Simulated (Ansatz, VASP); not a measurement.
# One calculation of Ti, two programs

INCAR

```
PREC = Accurate
ENCUT = 520
EDIFF = 1E-6
ISMEAR = 1
SIGMA = 0.2
LREAL = False
LASPH = True
NELM = 100
ALGO = Normal
ISIF = 2
LWAVE = False
LCHARG = True
GGA = CA
LELF = True
LVHAR = True
NBANDS = 19
```

KPOINTS

```
Automatic mesh
0
Gamma
  13 13 7
```

The input POSCAR:

```
Ti
1.0
    2.8638698861      0.0000000000      0.0000000000
   -1.4319349430      2.4801840745      0.0000000000
    0.0000000000      0.0000000000      4.5399943151
Ti
2
Direct
    0.3333333333      0.6666666667      0.2500000000
    0.6666666667      0.3333333333      0.7500000000
```

Input for Ansatz:

```yaml
crystal:
  lattice:
    - [2.8638698861, 0.0, 0.0]
    - [-1.431934943, 2.4801840745, 0.0]
    - [0.0, 0.0, 4.5399943151]
  atoms:
    - { symbol: Ti, position: [0.3333333333, 0.6666666667, 0.25] }
    - { symbol: Ti, position: [0.6666666667, 0.3333333333, 0.75] }
hamiltonian:
  xc: lda
  pseudopotentials:
    kind: paw
    azcp:
      Ti: "pseudopotentials/Ti.paw.azcp"
basis:
  ecutwfc: 420
  fft_grid_basis: typed
kpoints:
  mp_grid: { grid: [13, 13, 7], shift: [0, 0, 0] }
magnetization:
  spin_polarized: false
scf:
  occupations: { method: cold, width: 0.2 }
  lower_state_search: "off"
output:
  stress: true
```

Alike in both runs: task single point; functional LDA; k mesh 13 × 13 × 7; no spin polarisation.

|  | VASP | Ansatz |
| --- | --- | --- |
| version | VASP 6.6.1 | Ansatz 0.2.0 |
| potentials or method | VASP PAW LDA potentials, release 64 (Ti_sv) | plane waves (420 eV) with PAW, scalar-relativistic |
| plane-wave cutoff (eV) | 520 | 420 |
| occupations | methfessel-paxton of order 1, width 0.2 eV | cold, width 0.2 eV |
| valence electrons in the cell | 24 | 24 |

Ansatz gave:

- pressure (GPa): -0.2
- largest component of the traceless stress (GPa): 0.04

Task: Estimate VASP's values.

Result: Pressure (GPa): -0.3; largest component of the traceless stress (GPa): 0.13.

Ansatz warned: «pseudo_functional_mismatch».
